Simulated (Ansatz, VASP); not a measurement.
# AgCl: VASP beside Ansatz

```
Ag Cl
1.0
     0.00000    2.77315    2.80088
     2.77315    0.00000    2.80088
     2.77315    2.77315    0.00000
Ag Cl
1 1
Direct
  0.50000 0.50000 0.50000
  0.00000 0.00000 0.00000
```

Change from the starting cell: zz strain of +1 %, crystal datasets.

Alike in both runs: task electric field gradients; functional PBEsol; k mesh 9 × 9 × 9; occupations fermi-dirac, width 0.01 eV; no spin polarisation.

|  | VASP | Ansatz |
| --- | --- | --- |
| version | VASP 6.6.1 | Ansatz 0.2.0 |
| potentials or method | VASP PAW PBE potentials, release 64 (Ag, Cl), cutoff 520 eV | all-electron PAW with datasets made for the crystal, scalar-relativistic |

Ansatz gave:

```
gap on the k mesh at the Fermi level (eV)                      : 0.75
pressure (GPa)                                                 : -3.0
largest component of the traceless stress (GPa)                : 0.07
Vzz of the field gradient on the site that differs most (V/Å²) : 4.6
```

**Question.** What did VASP give for the same quantities?

**Answer.** gap on the k mesh at the Fermi level (eV): 0.75; pressure (GPa): -3.1; largest component of the traceless stress (GPa): 0.07; Vzz of the field gradient on the site that differs most (V/Å²): 5.6.

Ansatz ran all-electron here, so the differences hold the error of VASP's frozen core and of both bases. Ansatz warned: «gradients_without_spin_orbit».

Caveats: the PAW data sets were made with another functional, which shifts forces and pressure a little (VASP); an odd mesh through Γ misses points on the zone boundary, where band edges often lie.
